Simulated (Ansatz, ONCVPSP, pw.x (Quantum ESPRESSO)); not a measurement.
# beryllium: does the ONCV potential hold in the solid?

Be, optimised norm-conserving Vanderbilt (ONCV), made with ONCVPSP 4.0.1.1 (patched build) (PBE, scalar-relativistic). Core [He], reference 2s0.5 (charge +1.5). Waves: 2s: rc 1.95 bohr, ncon 3, nbas 6, qcut 2.7 1/bohr, 2 projectors, debl 1.4 Ha; p scattering state at 0.15 Ha: rc 1.65 bohr, ncon 4, nbas 9, qcut 5.5 1/bohr, 2 projectors, debl 3.3 Ha; d scattering state at 0.05 Ha: rc 1.50 bohr, ncon 4, nbas 7, qcut 6.6 1/bohr, 2 projectors, debl 0.9 Ha. Local part: polynomial inside 1.15 bohr (lpopt 5, dvloc0 0 Ha). Core correction: none.

In the p channel the program set the typed energies aside and used 0.050, 3.350 Ha.

Atomic tests: cutoffs needed: 9.6 Ha and 24 Ha (the cutoffs (Ha) at which the residual kinetic energy of the hardest occupied pseudo-wave falls to 1 and 0.1 mHa per electron); ghost test: no bound ghost flagged; no localised positive-energy state flagged; configuration tests: 1 of 4 tests not solved or not reliable.

Crystal test: fcc Be in pw.x 7.5, no spin, 18³ k-points, Fermi–Dirac smearing 0.01 Ry, cutoffs 55/220 Ry. The reference is all-electron LAPW (Ansatz 0.2.0) with the same functional, mesh and smearing; V0 and B0 come from Birch–Murnaghan fits to the pressures at five volumes. Errors are pseudo minus all-electron; Δ is the rms difference of the E(V) curves that follow from these fits, minima aligned, over ±6 % about the mean V0. Mesh and smearing are coarse, so the numbers serve the comparison and aren't converged zero-temperature values; the lattice is a test structure that the element need not adopt.

| V (Å³/atom) | P all-electron (GPa) | P pseudo (GPa) |
| --- | --- | --- |
| 7.518 | 6.22 | -1.24 |
| 7.716 | 2.75 | -4.20 |
| 7.914 | -0.36 | -6.84 |
| 8.112 | -3.15 | -9.20 |
| 8.310 | -5.65 | -11.31 |

All-electron: a0 = 3.160 Å (V0 = 7.89 Å³/atom), B0 = 119.0 GPa.

Pseudopotential: mean pressure error (GPa): -6.52. The pressure does not cross zero within the volumes sampled, so no fit is given. This is a poor potential for the solid. Atomic configuration tests: 1 of 4 tests not solved or not reliable.

**Question.** At the middle volume, how do free energy and pressure move when the wave cutoff is lowered (ecutrho kept at four times it)?

**Answer.**

| cutoff (Ry) | shift of F (meV/atom) | shift of P (GPa) |
| --- | --- | --- |
| 25 | +19.2 | -0.49 |
| 33 | +14.3 | -0.28 |
| 44 | +3.1 | -0.41 |

The run at the middle volume (195 k-points, 6 iterations) took about 6.8 s on one core of a shared host (Neoverse-N1, 64 threads, 124 GiB, load 54).
